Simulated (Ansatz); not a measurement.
Runs of Ansatz 0.2.0 on CdSe. The structure is cubic, space group F-43m (No. 216). The conventional cell has a = 6.141 Å, b = 6.141 Å, c = 6.141 Å, α = 90.00°, β = 90.00°, γ = 90.00°. Around Cd (site symmetry -43m) lie 4 Se at 2.66 Å. Around Se (site symmetry -43m) lie 4 Cd at 2.66 Å. Measurements of this composition are mostly on another form, of space group No. 186.

| task | level | potentials or basis | spin | cell | k mesh | cutoff (eV) | smearing | basis error allowed | gap on the mesh (eV) | pressure (GPa) | relaxed volume (Å³/atom) |
| --- | --- | --- | --- | --- | --- | --- | --- | --- | --- | --- | --- |
| single point | PBE | all-electron LAPW, scalar-relativistic | off | as given | 8 × 8 × 8 | 266 | gaussian 0.017 eV | 0.001 eV/atom | 0.55 | 1.3 | - |
| single point | PBE | all-electron LAPW, scalar-relativistic | off | as given | 5 × 5 × 5 | 245 | fermi-dirac 0.06 eV | 0.002 eV/atom | 0.55 | 1.4 | - |
| single point | PBE | all-electron LAPW, scalar-relativistic | off | as given | 8 × 8 × 8 | 266 | gaussian 0.014 eV | 0.001 eV/atom | 0.55 | 1.3 | - |
| relaxation of cell and atoms | revPBE | all-electron LAPW, scalar-relativistic | off | relaxed | 8 × 8 × 8 | - | fermi-dirac 0.05 eV | 0.001 eV/atom | 0.56 | 0.0 | 30.67 |
| Born charges and dielectric tensor | PBE | all-electron PAW datasets made for the crystal | off | as given | 8 × 8 × 8 | 270 | fixed | - | 0.55 | - | - |
| relaxation of cell and atoms | PBEsol+D3(BJ) | all-electron LAPW, scalar-relativistic | off | relaxed | 8 × 8 × 8 | - | fermi-dirac 0.05 eV | 0.001 eV/atom | (b) | 0.0 | 27.25 |
| band structure | LDA | all-electron LAPW, relativistic spinors | SOC, no magnetisation | as given | 6 × 6 × 6 | 266 | fermi-dirac 0.05 eV | 0.001 eV/atom | 0.15 | (a) | - |

**Question.** Fill in the values left out.

**Answer.** (a) -3.3; (b) 0.54.

Caveats: the gap is small at this level, which inflates the dielectric constant (some runs); the program warned that the printed levels may be off, so bands, gaps and densities of states are rough (some runs).

A k mesh can miss the band edges, and rows without SOC leave out spin-orbit coupling on Cd, Se.

The runs don't all hold the same shells in valence.
